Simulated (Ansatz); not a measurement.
# Fe (Im-3m) in Ansatz: single point with PBE

Aim: the single point of Fe with PBE.

Program: Ansatz 0.2.0. These are calculated values, not measurements. Logs are shortened: lines on timing, memory, paths and dates and some standing lists are left out, and cuts for length are marked.

### 1 Starting point

The structure is cubic, space group Im-3m (No. 229). Conventional cell: a = 2.886 Å, b = 2.886 Å, c = 2.886 Å, α = 90.00°, β = 90.00°, γ = 90.00°. Around Fe (site symmetry m-3m) lie 8 Fe at 2.50 Å.

### 2 Single point, PBE, collinear spin, ferromagnetic start

input.yaml

```yaml
crystal:
  lattice:
    - [-1.443, 1.443, 1.443]
    - [1.443, -1.443, 1.443]
    - [1.443, 1.443, -1.443]
  atoms:
    - { symbol: Fe, position: [0.0, 0.0, 0.0], spin: 4.5 }
hamiltonian:
  xc: pbe
  pseudopotentials: { kind: paw }
magnetization:
  spin_polarized: true
kpoints:
  mp_grid: { grid: [13, 13, 13] }
scf:
  occupations: { method: fermi_dirac, width: 0.05 }
output:
  forces: true
  stress: true
  eigenvalues: true
```

Potentials or basis: Ansatz PAW.

Command:

```bash
> ansatz run input.yaml --threads 2 --pin off --max-ram 5120MiB --backend cpu --events-out ev --progress --plain --runs-dir out
```

The log of the run:

```text
Warning: where an SCF of this run starts from atoms to list the orders of its open shells, Fe (site 0, from 0) starts with 4.00 μB on its 3d shell, in the place of the 4.50 μB that the deck gives it: its open shells can hold no more by Hund's first rule. To start from spheres of the given moment, type scf.initial_density.shell_occupations: []
Warning: RAYON_NUM_THREADS=2 ignored (pool sized by the plan → 2); use --threads N
Engine: ansatz 0.2.0, x86_64-unknown-linux-gnu
Pseudopotentials: kind: paw
Pseudopotential: Fe, paw, valence charge 16, recommended cutoff 420 eV (normal), Fe.paw.azcp
Functional definition: PBE
  parameter kappa = 0.804
  parameter beta = 0.06672455060314922
  exchange = pbe_x(kappa = kappa, mu = beta*pi^2/3)
  correlation = pbe_c(beta = beta)
Crystal: 1 atoms, lattice volume = 12.019 Å³
Basis set: ecut = 420 eV, 225 PW (Γ), exchange–correlation on 36×36×36 points (8 copies of the dense FFT grid, shifted against one another)
Bands: 15, of which v1, the nominal top of the filled ones, is band 8 counted from 1 (7 counted from 0)
Symmetry: 48 space group operations
Space group: Im-3m (ITA 229), of the structure as read, at distance tolerance 2.3e-5 Å
Magnetic group: BNS 229.140 (UNI 1642), of the structure as read, at distance tolerance 2.3e-5 Å
k-points: 84 of 2197
Non-local potential: Fe, projectors of the file, l = 0: 3, l = 1: 2, l = 2: 3, l = 3: 1
PAW form: soft (Blöchl's): semilocal exchange-correlation on the pseudo side does not see the compensation charge
PAW one-centre angular grid: Fe, 590 points (default); XC on 64 Gauss nodes
Initial density: superposition of atomic densities (chi_scale 0.1, normalization cell)
Starting moments: Σ|m| = 4.5 μB on 1 of 1 site
Initial wavefunctions: pseudopotential atomic-orbital guess
Functional: x = pbe(κ = 0.804, μ = 0.2195149727645171), c = pbe(β = 0.06672455060314922)
SCF iter   1: F=—  HF=-4480.869525 eV  |F-HF|=—  |Δ(HF+E_count)|=         —  Δρ=2.20e-1 (↑2.20e-1 ↓1.08e-1)  dr2=1.40e0  dr2_m=2.83e0  M=2.251 μB ∫|m|=2.294 μB  β_m=0.30  ethr=3.10e-3  ⟨swp⟩=4.8  Hψ=11835  notcnv=0
Mixer restart at iter 1: flushing history
preconditioner: auto → none  [metal: Δε(μ)=0.009 eV  Ē_g=16.163 eV  σ=0.050 eV  W_gap=0.05  n_scr=0 (ndim 8)  ℏωp=30.3 eV  f_vac=0.000  D(μ)=1.42/eV (n_scr^D=18)]
SCF iter   2: F=—  HF=-4479.968184 eV  |F-HF|=—  |Δ(HF+E_count)|=   9.01e-1  Δρ=7.36e-2 (↑4.75e-2 ↓7.36e-2)  dr2=7.52e-2  dr2_m=3.87e-1  M=2.616 μB ∫|m|=2.688 μB  β_m=0.34  ethr=3.10e-3  ⟨swp⟩=2.9  Hψ=5867  notcnv=0  defer=293
SCF iter   3: F=—  HF=-4480.294842 eV  |F-HF|=—  |Δ(HF+E_count)|=   3.27e-1  Δρ=6.99e-2 (↑6.99e-2 ↓5.54e-2)  dr2=2.45e-2  dr2_m=4.28e-1  M=2.402 μB ∫|m|=2.489 μB  β_m=0.37  ethr=4.70e-4  ⟨swp⟩=2.8  Hψ=5314  notcnv=0  defer=294
SCF iter   4: F=—  HF=-4480.441859 eV  |F-HF|=—  |Δ(HF+E_count)|=   1.47e-1  Δρ=1.83e-2 (↑9.91e-3 ↓1.83e-2)  dr2=1.18e-2  dr2_m=2.06e-2  M=2.334 μB ∫|m|=2.458 μB  β_m=0.67  ethr=1.53e-4  ⟨swp⟩=2.7  Hψ=4403  notcnv=0  defer=296
SCF iter   5: F=—  HF=-4480.461825 eV  |F-HF|=—  |Δ(HF+E_count)|=   2.00e-2  Δρ=2.68e-3 (↑1.53e-3 ↓2.68e-3)  dr2=1.04e-3  dr2_m=1.99e-4  M=2.235 μB ∫|m|=2.376 μB  β_m=0.67  ethr=7.39e-5  ⟨swp⟩=2.2  Hψ=4301  notcnv=0  defer=296
SCF iter   6: F=—  HF=-4480.463565 eV  |F-HF|=—  |Δ(HF+E_count)|=   1.74e-3  Δρ=1.29e-3 (↑1.29e-3 ↓2.14e-4)  dr2=1.39e-4  dr2_m=4.77e-5  M=2.248 μB ∫|m|=2.386 μB  β_m=0.83  ethr=6.52e-6  ⟨swp⟩=2.2  Hψ=3503  notcnv=0  defer=294
SCF iter   7: F=—  HF=-4480.463640 eV  |F-HF|=—  |Δ(HF+E_count)|=   7.51e-5  Δρ=2.09e-4 (↑2.09e-4 ↓1.44e-4)  dr2=6.00e-7  dr2_m=3.38e-6  M=2.249 μB ∫|m|=2.386 μB  β_m=0.87  ethr=8.67e-7  ⟨swp⟩=2.5  Hψ=3354  notcnv=0  defer=294
SCF iter   8: F=—  HF=-4480.463640 eV  |F-HF|=—  |Δ(HF+E_count)|=   3.41e-7  Δρ=3.94e-5 (↑3.94e-5 ↓9.41e-6)  dr2=1.87e-7  dr2_m=3.70e-8  M=2.248 μB ∫|m|=2.385 μB  β_m=0.94  ethr=3.75e-9  ⟨swp⟩=2.2  Hψ=3503  notcnv=0  defer=294
SCF iter   9: F=—  HF=-4480.463640 eV  |F-HF|=—  |Δ(HF+E_count)|=   1.15e-7  Δρ=7.89e-6 (↑7.43e-6 ↓7.89e-6)  dr2=2.28e-10  dr2_m=6.38e-9  M=2.248 μB ∫|m|=2.385 μB  β_m=0.97  ethr=1.17e-9  ⟨swp⟩=2.2  Hψ=3242  notcnv=0  defer=294
SCF iter  10: F=-4480.463640 eV  HF=-4480.463640 eV  |F-HF|=4.73e-11  |Δ(HF+E_count)|=  4.35e-10  Δρ=4.98e-7 (↑4.63e-7 ↓4.98e-7)  dr2=5.35e-11  dr2_m=7.39e-12  M=2.248 μB ∫|m|=2.385 μB  ethr=1.42e-12  ⟨swp⟩=5.1  Hψ=9921  notcnv=0
SCF 1 converged in 10 iterations: F = -4480.463640 eV  dr2 = 5.35e-11
SCF converged after 10 iterations
Magnetization: 2.2484 μB (9.1242 up, 6.8758 down)
Absolute magnetization: 2.3855 μB (∫|ρ↑−ρ↓|, with the PAW one-centre terms)
Spin contamination: 0.0431 ħ² per cell (⟨S²⟩ above its minimum at these occupations)
Per-site moments (μB) at R_I (Å): [(2.30813668583974, 1.0309815925702797)]
Free energy (F): -4480.463640 eV
Harris-Foulkes:  -4480.463640 eV  (|F-HF|=4.73e-11)
Internal energy: -4480.453636 eV  (E = F + TS)
E sigma→0 (E₀):  -4480.458638 eV
Entropy (-TS):   -0.010004 eV (-10.004 meV/atom)
Fermi energy:    17.262337 eV
--- Per-component energies (eV) ---
  E_band       = -229.880184
  E_kinetic    = 348.829907
  E_local      = -2133.145042  (includes V_loc(G=0)·N_el)
  E_nonlocal   = 219.161579
  E_hartree    = 892.769050
  E_xc         = -117.292011
  E_vxc        = -150.991691  (∫ρ·V_xc dr)
  E_paw        = -1366.568047  (= ΣΔE_a)
  E_vpaw       = -299.274371  (= ΣTr[D̂ρ^β])
  E_aug_tail   = 0.000890  (compensation charges beyond the density's cutoff)
  E_ewald      = -2324.209962
  E_smearing   = -0.010004  (= −TS)
  E_closure    = -0.000000  (closes the sum)
  Σ components = -4480.463640   (vs F -4480.463640, Δ=0.00e0)
--- Forces (eV/Å), atoms counted from 1 ---
  atom   1  Fe    -0.00000000     0.00000000    -0.00000000
  max |Σ_I F_I| component: 9.04e-32 eV/Å
--- Stress (GPa, compression-positive) ---
       -9.548317       0.000000      -0.000000
       -0.000000      -9.548317      -0.000000
        0.000000      -0.000000      -9.548317
  P = ⅓ Tr σ = -9.5483 GPa (-95.483 kbar)
--- Band table (eV; the first three rows and the last of 168) ---
  k-point 0 ↑: bands = ["-70.7483", "-36.5846", "-36.5846", "-36.5846", "9.0894", "15.0817", "15.0817", "15.0817", "16.1920", "16.1920", "41.1681", "41.1681", "41.1681", "46.2514", "46.2514"]
  k-point 1 ↑: bands = ["-70.7448", "-36.6044", "-36.5913", "-36.5846", "9.3245", "15.0205", "15.0760", "15.2033", "16.1333", "16.1969", "39.7527", "40.8331", "41.0187", "45.3384", "45.6464"]
  k-point 2 ↑: bands = ["-70.7349", "-36.6590", "-36.6096", "-36.5845", "10.0019", "14.8537", "15.0275", "15.5507", "16.0333", "16.2135", "36.7327", "39.6358", "40.6886", "43.0990", "44.3708"]
  k-point 83 ↓: bands = ["-67.9102", "-34.1804", "-34.1767", "-34.1767", "14.6332", "14.6551", "19.4633", "19.4633", "19.5551", "26.2884", "27.2335", "27.2335", "33.3975", "33.8551", "38.1588"]
```

Wall time 3.4 s (2 threads of Intel Xeon Platinum 8175M at 2.50GHz (Skylake/Cascade Lake), shared host); peak memory 0.33 GiB.

What came out:

- Free energy: -4480.4636 eV
- Pressure: -9.5 GPa
- Band gap on the k mesh: none (metal or under the smearing width)
- Net moment: 2.25 μB per cell
- Absolute moment: 2.39 μB per cell
- Site moments: Fe +2.31 μB
